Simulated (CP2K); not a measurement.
## GaP in CP2K: the effect of functional

Crystal: GaP.

```xyz
2
Lattice="3.8541 0.0000 0.0000 1.9270 3.3377 0.0000 1.9270 1.1126 3.1468" Properties=species:S:1:pos:R:3 pbc="T T T"
Ga    0.0000    0.0000    0.0000
P     5.7811    3.3377    2.3601
```

Alike in all runs:

```yaml
Program: CP2K 2026.2
Task: band structure
Potentials_or_basis: POTENTIAL_UZH Ga GTH-PBE-q13, P GTH-PBE-q5; TZVP-MOLOPT-PBE-GTH basis
Density_cutoff: 9184 eV
k_mesh: 8 × 8 × 8
Occupations: fermi-dirac, width 0.05 eV
Spin: no spin polarisation
```

| functional | gap on the mesh (eV) | pressure (GPa) |
| --- | --- | --- |
| PBE | 1.66 | 3.0 |
| LDA | 1.45 | -1.0 |
| PBEsol | 1.51 | 0.3 |
| optB88-vdW | 1.63 | 3.2 |
| rev-vdW-DF2 | 1.59 | 2.3 |
| AM05 | ? | ? |
| TPSS | 1.70 | 2.1 |

What does the run with functional AM05 give?

gap on the mesh 1.57 eV; pressure 0.5 GPa.

Caveats: the basis of atomic orbitals isn't converged, which shifts pressures, moduli and gaps; the potentials were made for another functional, which shifts forces and pressure (some runs).

A k mesh can miss the band edges.
